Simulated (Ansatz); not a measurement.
Ansatz input file:

```yaml
crystal:
  lattice:
    - [0.0, 3.155658146, 3.155658146]
    - [3.155658146, 0.0, 3.155658146]
    - [3.155658146, 3.155658146, 0.0]
  atoms:
    - { symbol: K, position: [0.0, 0.0, 0.0] }
    - { symbol: Cl, position: [0.5, 0.5, 0.5] }
basis:
  ecutwfc: 420
kpoints:
  mp_grid: { grid: [6, 6, 6] }
hamiltonian:
  xc: pbe
scf:
  occupations: { method: gaussian, width: 0.02 }
output:
  forces: true
  stress: true
  eigenvalues: true
```

It can be run as
```bash
ansatz run input.yaml --threads 1 --pin off --backend cpu --events-out ev --progress --plain --runs-dir out  # memory cap (--max-ram) not shown
```

Level of theory: DFT PBE, scalar-relativistic, plane waves, PAW in Ansatz.

Abridged output (iterations and final results):

```
SCF iter   1: F=—  HF=-2621.222575 eV  |F-HF|=—  |Δ(HF+E_count)|=         —  Δρ=2.45e-4  dr2=2.64e-5  ethr=1.77e-3  ⟨swp⟩=6.2  Hψ=1232  notcnv=0
SCF iter   2: F=—  HF=-2621.222377 eV  |F-HF|=—  |Δ(HF+E_count)|=   1.98e-4  Δρ=3.13e-4  dr2=9.13e-5  ethr=1.65e-7  ⟨swp⟩=3.4  Hψ=552  notcnv=0
SCF iter   3: F=—  HF=-2621.222357 eV  |F-HF|=—  |Δ(HF+E_count)|=   2.02e-5  Δρ=1.72e-4  dr2=2.61e-5  ethr=1.65e-7  ⟨swp⟩=2.0  Hψ=248  notcnv=0
SCF iter   4: F=—  HF=-2621.222353 eV  |F-HF|=—  |Δ(HF+E_count)|=   3.74e-6  Δρ=3.71e-5  dr2=1.14e-6  ethr=1.63e-7  ⟨swp⟩=2.0  Hψ=304  notcnv=0
SCF iter   5: F=—  HF=-2621.222353 eV  |F-HF|=—  |Δ(HF+E_count)|=   2.07e-7  Δρ=1.47e-5  dr2=1.82e-7  ethr=7.14e-9  ⟨swp⟩=2.0  Hψ=240  notcnv=0
SCF iter   6: F=-2621.222353 eV  HF=-2621.222353 eV  |F-HF|=1.83e-9  |Δ(HF+E_count)|=   5.75e-8  Δρ=1.67e-6  dr2=2.31e-9  ethr=6.25e-10  ⟨swp⟩=4.0  Hψ=560  notcnv=0
SCF 1 converged in 6 iterations: F = -2621.222353 eV  dr2 = 2.31e-9
SCF converged after 6 iterations
Free energy (F): -2621.222353 eV
Harris-Foulkes:  -2621.222353 eV  (|F-HF|=1.83e-9)
Internal energy: -2621.222353 eV  (E = F + TS)
E sigma→0 (E₀):  -2621.222353 eV
Fermi energy:    3.374885 eV
--- Per-component energies (eV) ---
  E_band       = -132.577434
  E_kinetic    = 416.183781
  E_local      = -839.001699  (includes V_loc(G=0)·N_el)
  E_nonlocal   = 41.047275
  E_hartree    = 281.520461
  E_xc         = -243.219676
  E_vxc        = -288.083547  (∫ρ·V_xc dr)
  E_paw        = -1441.174863  (= ΣΔE_a)
  E_vpaw       = -25.763873  (= ΣTr[D̂ρ^β])
  E_aug_tail   = 0.000086  (compensation charges beyond the density's cutoff)
  E_ewald      = -836.577718
  E_smearing   =  0.000000  (= −TS)
--- Forces (eV/Å), atoms counted from 1 ---
  atom   1  K      0.00000000     0.00000000     0.00000000
  atom   2  Cl     0.00000000     0.00000000     0.00000000
--- Stress (GPa, compression-positive) ---
        0.585140       0.000000       0.000000
        0.000000       0.585140       0.000000
        0.000000       0.000000       0.585140
  P = ⅓ Tr σ = 0.5851 GPa (5.851 kbar)
--- Band table (eV; the first three rows and the last of 16) ---
  k-point 0: bands = ["-26.4178", "-11.3119", "-9.8788", "-9.8788", "-9.8788", "0.7954", "0.7954", "0.7954", "5.9543", "9.1538", "9.1538", "9.1538"]
  k-point 1: bands = ["-26.4152", "-11.3623", "-9.8810", "-9.8810", "-9.8153", "0.4864", "0.7115", "0.7115", "6.5840", "8.9837", "9.4922", "9.4922"]
  k-point 2: bands = ["-26.4101", "-11.4527", "-9.8856", "-9.8856", "-9.6983", "-0.0225", "0.5526", "0.5526", "7.8085", "9.0380", "10.4089", "10.4089"]
  k-point 15: bands = ["-26.4046", "-11.2867", "-9.9948", "-9.9532", "-9.8254", "0.2303", "0.3795", "0.4414", "8.0409", "9.6845", "9.8170", "10.9000"]
```

Self-consistency was reached.